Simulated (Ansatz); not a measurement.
**Fe: strain energy, fitted**

Fe, Im-3m, a = 2.832 Å. Ansatz: PBE, PAW, 420 eV, Γ-centred 14×14×14 mesh on 2 atoms, Gaussian smearing 0.10 eV; collinear spin, largest moment 2.2 μB. Series: biaxial strain in the a-b plane, c and atoms relaxed; x is the strain in per cent. y is the free energy over the unstrained cell, V0 = 11.353 Å³/atom.

```
x (%) y (meV/atom)
 -4.5             ?
 -3.0         18.23
 -1.5          4.57
  0.0          0.00
  1.5          4.60
  3.0         17.75
  4.5         37.38
```

Task: Fit y = c2 x² + c3 x³ to the other rows, turn c2 into a modulus, and predict the missing energy.

Result: Least squares on the rows shown. y = 1.9704 x² − 0.024787 x³. In eV per unit strain² c2 is 19.70; M is the biaxial modulus (E = M V0 ε²): 19.70 × 160.2 / (11.353) = 278 GPa. The unstrained cell keeps some stress along the strain, worth a slope of 0.11 meV/atom per %, which the form leaves out. With a term in x⁴ added, the coefficient of x² becomes 2.084, 6 % more, which shows how far this figure hangs on the form. At x = -4.5 the fit asked for gives 42.16 meV/atom. The run gave 40.53 meV/atom, so the fit is 1.63 meV/atom too high, 4 % of the span of the series, against an rms of 0.36 meV/atom on the fitted rows. The row lies outside the fitted range. With a term in x⁴ added, a fit to the same known rows predicts 39.05 meV/atom, which misses by about as much or more on the other side: the known rows don't fix the higher terms.